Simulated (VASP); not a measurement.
# LiNbO3 (R3c) in VASP: settings compared, part 2 of 2

VASP 6.6.1. Earlier steps stand in the parts before.

**4. Relaxation of cell and atoms, LDA**

INCAR reads:

```
SYSTEM = LiNbO3
  ALGO = Normal
  EDIFF = 1E-6
  EDIFFG = -0.01
  ENCUT = 600
  IBRION = 2
  ISIF = 3
  ISMEAR = 0
  KPAR = 4
  LASPH = .TRUE.
  LCHARG = .FALSE.
  LREAL = .FALSE.
  LWAVE = .FALSE.
  NELM = 80
  NSW = 90
  PREC = Accurate
  SIGMA = 0.03
```

KPOINTS reads:

```
k-points
0
G
  6 6 6
  0 0 0
```

POSCAR reads:

```
LiNbO3
1.0
    2.5758000000      1.4871388234      4.6230000000
   -2.5758000000      1.4871388234      4.6230000000
    0.0000000000     -2.9742776468      4.6230000000
Li Nb O
2 2 6
Direct
    0.2815000000      0.2815000000      0.2815000000
    0.7815000000      0.7815000000      0.7815000000
    0.0000550000      0.0000550000      0.0000550000
    0.5000550000      0.5000550000      0.5000550000
    0.1123100000      0.3583600000      0.7195900000
    0.7195900000      0.1123100000      0.3583600000
    0.3583600000      0.7195900000      0.1123100000
    0.2195900000      0.8583600000      0.6123100000
    0.8583600000      0.6123100000      0.2195900000
    0.6123100000      0.2195900000      0.8583600000
```

Potentials or basis: VASP PAW LDA potentials, release 64 (Li_sv, Nb_sv, O).

The run is started by

```sh
$ cat potpaw_LDA.64/Li_sv/POTCAR potpaw_LDA.64/Nb_sv/POTCAR potpaw_LDA.64/O/POTCAR > POTCAR
$ mpirun -np 4 vasp_std > vasp.out
```

OUTCAR:

```text
SYSTEM = LiNbO3
   EDIFF = 1E-6
   EDIFFG = -0.01
   ENCUT = 600
   IBRION = 2
   ISIF = 3
   ISMEAR = 0
   LASPH = .TRUE.
   LREAL = .FALSE.
   NELM = 80
   NSW = 90
   PREC = Accurate

 ion  position               nearest neighbor table
   1  0.282  0.282  0.282-   9 2.07  10 2.07   8 2.07   6 2.24   7 2.24   5 2.24
   2  0.782  0.782  0.782-   5 2.07   6 2.07   7 2.07  10 2.24   8 2.24   9 2.24
   3  0.000  0.000  0.000-   7 1.88   6 1.88   5 1.88  10 2.13   8 2.13   9 2.13
   4  0.500  0.500  0.500-   8 1.88  10 1.88   9 1.88   6 2.13   7 2.13   5 2.13
   5  0.112  0.358  0.720-   3 1.88   2 2.07   4 2.13   1 2.24
   6  0.720  0.112  0.358-   3 1.88   2 2.07   4 2.13   1 2.24
   7  0.358  0.720  0.112-   3 1.88   2 2.07   4 2.13   1 2.24
   8  0.220  0.858  0.612-   4 1.88   1 2.07   3 2.13   2 2.24
   9  0.858  0.612  0.220-   4 1.88   1 2.07   3 2.13   2 2.24
  10  0.612  0.220  0.858-   4 1.88   1 2.07   3 2.13   2 2.24

  LATTYP: Found a trigonal (rhomboedric) cell.
 ALAT       =     5.4971316630
 COS(alpha) =     0.5608812359

  Lattice vectors:

 A1 = (   2.5758000000,   1.4871388234,   4.6230000000)
 A2 = (  -2.5758000000,   1.4871388234,   4.6230000000)
 A3 = (   0.0000000000,  -2.9742776468,   4.6230000000)

Analysis of symmetry for initial positions (statically):
=====================================================================
 Subroutine PRICEL returns:
 Original cell was already a primitive cell.

 Routine SETGRP: Setting up the symmetry group for a
 trigonal (rhombohedral) supercell.

 Subroutine GETGRP returns: Found  6 space group operations
 (whereof  3 operations were pure point group operations)
 out of a pool of 12 trial point group operations.

The static configuration has the point symmetry C_3 .
 The point group associated with its full space group is C_3v.

Analysis of symmetry for dynamics (positions and initial velocities):
[... 173 lines left out ...]
  ---------------------------------------------------
  ext. energy  EPLUGINS =         0.00000000
  ---------------------------------------------------
  free energy    TOTEN  =       -87.53947718 eV

  energy without entropy =      -87.53947718  energy(sigma->0) =      -87.53947718

------------------------ aborting loop because EDIFF is reached ----------------------------------------

  FORCE on cell =-STRESS in cart. coord.  units (eV):
  Direction    XX          YY          ZZ          XY          YZ          ZX
  --------------------------------------------------------------------------------------
  -------------------------------------------------------------------------------------
  Total       -3.8509542     -3.8509542     -3.9051044      0.0000000      0.0000000      0.0000000
  in kB      -58.0684383    -58.0684383    -58.8849673      0.0000000      0.0000000      0.0000000
  external PRESSURE =     -58.3406146 kB  Pullay stress =       0.0000000 kB
[... 113 lines left out ...]
  FREE ENERGIE OF THE ION-ELECTRON SYSTEM (eV)
  ---------------------------------------------------
  free  energy   TOTEN  =       -87.5984413485 eV

  energy  without entropy=      -87.5984413485  energy(sigma->0) =      -87.59844135

[... ionic steps 4 to 12 ...]

--------------------------------------- Ionic step       13  -------------------------------------------

 number of electron      68.0000000 magnetization

------------------------ aborting loop because EDIFF is reached ----------------------------------------
[... 83 lines left out ...]
--------------------------------------- Ionic step       15  -------------------------------------------

 number of electron      68.0000000 magnetization

 Free energy of the ion-electron system (eV)
  ---------------------------------------------------
  ext. energy  EPLUGINS =         0.00000000
  ---------------------------------------------------
  free energy    TOTEN  =       -87.63825702 eV

  energy without entropy =      -87.63825702  energy(sigma->0) =      -87.63825702

 E-fermi :   4.0244     XC(G=0): -11.5966

 val. band max:        3.7444190900   @ k =   0.1667   0.1667   0.1667
 cond. band min:       7.1987311854   @ k =   0.0000   0.0000   0.0000
 fundamental gap:      3.4543120954
 Fermi energy:         4.0244262250

 k-point     1 :       0.0000    0.0000    0.0000
  band No.  band energies     occupation
      1     -50.0064      2.00000
      2     -49.9863      2.00000
      3     -37.5021      2.00000
      4     -37.4978      2.00000
      5     -26.5380      2.00000
      6     -26.5380      2.00000
[... 1021 lines left out ...]
     39       8.9992      0.00000
     40       9.1850      0.00000

 [... further k-points ...]

------------------------ aborting loop because EDIFF is reached ----------------------------------------

  FORCE on cell =-STRESS in cart. coord.  units (eV):
  Direction    XX          YY          ZZ          XY          YZ          ZX
  --------------------------------------------------------------------------------------
  -------------------------------------------------------------------------------------
  Total       -0.0349848     -0.0349848     -0.0069567      0.0000000      0.0000000      0.0000000
  in kB       -0.5535387     -0.5535387     -0.1100704      0.0000000      0.0000000      0.0000000
  external PRESSURE =      -0.4057159 kB  Pullay stress =       0.0000000 kB
[... 25 lines left out ...]
  FREE ENERGIE OF THE ION-ELECTRON SYSTEM (eV)
  ---------------------------------------------------
  free  energy   TOTEN  =       -87.6382570179 eV

  energy  without entropy=      -87.6382570179  energy(sigma->0) =      -87.63825702

 reached required accuracy - stopping structural energy minimisation
```

OSZICAR:

```text
N       E                     dE             d eps       ncg     rms          rms(c)
DAV:   1     0.890732812033E+03    0.89073E+03   -0.39378E+04  2560   0.199E+03
DAV:   2    -0.210595796547E+02   -0.91179E+03   -0.89537E+03  3528   0.715E+02
DAV:   3    -0.998691397312E+02   -0.78810E+02   -0.78525E+02  4208   0.185E+02
[... 128 lines left out ...]
       N       E                     dE             d eps       ncg     rms          rms(c)
DAV:   1    -0.876382379193E+02   -0.19028E-04   -0.66766E-03  3072   0.619E-01    0.294E-02
DAV:   2    -0.876382611476E+02   -0.23228E-04   -0.34899E-04  3304   0.147E-01    0.174E-02
DAV:   3    -0.876382575305E+02    0.36171E-05   -0.16604E-05  3936   0.322E-02    0.686E-03
DAV:   4    -0.876382570179E+02    0.51265E-06   -0.16426E-06  2008   0.118E-02
  15 F= -.87638257E+02 E0= -.87638257E+02  d E =-.388653E-04
```

Run time: 8.2 min. Hardware: 4 MPI ranks of Intel Xeon Platinum 8488C (Sapphire Rapids), shared host; peak memory 0.38 GiB.

Results:

- Free energy: -87.6383 eV
- Relaxed volume: 10.13 Å³/atom
- Relaxed cell: a = 5.415 Å, b = 5.415 Å, c = 5.415 Å, α = 55.76°, β = 55.76°, γ = 55.76°
- Space group after relaxing (to 0.05 Å): R3c (No. 161)
- Energy gained by relaxing: 9.9 meV/atom
- Ionic steps: 15
- Pressure after relaxing: 0.0 GPa
- Largest force after relaxing: 0.009 eV/Å
- Band gap on the k mesh: 3.45 eV, indirect (least direct gap 3.48 eV)

Forces on the atoms (eV/Å):
```
Li   0.000  0.000  0.008
Li   0.000  0.000  0.008
Nb   0.000  0.000  0.009
Nb   0.000  0.000  0.009
O   -0.001 -0.002 -0.006
O    0.003  0.000 -0.006
O   -0.001  0.002 -0.006
O    0.001  0.002 -0.006
O    0.001 -0.002 -0.006
O   -0.003  0.000 -0.006
```

The path:
| step | energy change (eV) | largest force (eV/Å) | pressure (GPa) | volume (Å³) |
| --- | --- | --- | --- | --- |
| 1 | 0.0000 | 0.2353 | -5.83 | 106.25 |
| 2 | -0.0044 | 0.7167 | 6.80 | 100.41 |
| 3 | -0.0590 | 0.4233 | 0.25 | 103.22 |
| 4 | -0.0851 | 0.1492 | 0.20 | 102.15 |
| 5 | -0.0851 | 0.1511 | 0.21 | 102.11 |
| 6 | -0.0901 | 0.1011 | -0.48 | 102.21 |
| 7 | -0.0924 | 0.0682 | -1.43 | 102.34 |
| 8 | -0.0947 | 0.0452 | -1.12 | 102.13 |
| 9 | -0.0976 | 0.0573 | -0.17 | 101.51 |
| 10 | -0.0980 | 0.0469 | -0.09 | 101.44 |
| 11 | -0.0986 | 0.0194 | 0.12 | 101.24 |
| 12 | -0.0987 | 0.0154 | 0.17 | 101.19 |
| 13 | -0.0987 | 0.0170 | -0.01 | 101.25 |
| 14 | -0.0987 | 0.0177 | -0.04 | 101.26 |
| 15 | -0.0988 | 0.0095 | -0.04 | 101.26 |

Final structure:
```
CELL_PARAMETERS angstrom
2.53240 1.46208 4.55812
-2.53240 1.46208 4.55812
0.00000 -2.92417 4.55812
ATOMIC_POSITIONS crystal
Li 0.28176 0.28176 0.28176
Li 0.78176 0.78176 0.78176
Nb 0.99817 0.99817 0.99817
Nb 0.49817 0.49817 0.49817
O 0.10642 0.36723 0.71823
O 0.71823 0.10642 0.36723
O 0.36723 0.71823 0.10642
O 0.21823 0.86723 0.60642
O 0.86723 0.60642 0.21823
O 0.60642 0.21823 0.86723
```

Caveat: the cutoff is under 1.25 times the usual one of these potentials, so pressure, stress and relaxed cells hold a basis-set (Pulay) error. LDA usually gives volumes a few per cent too small.
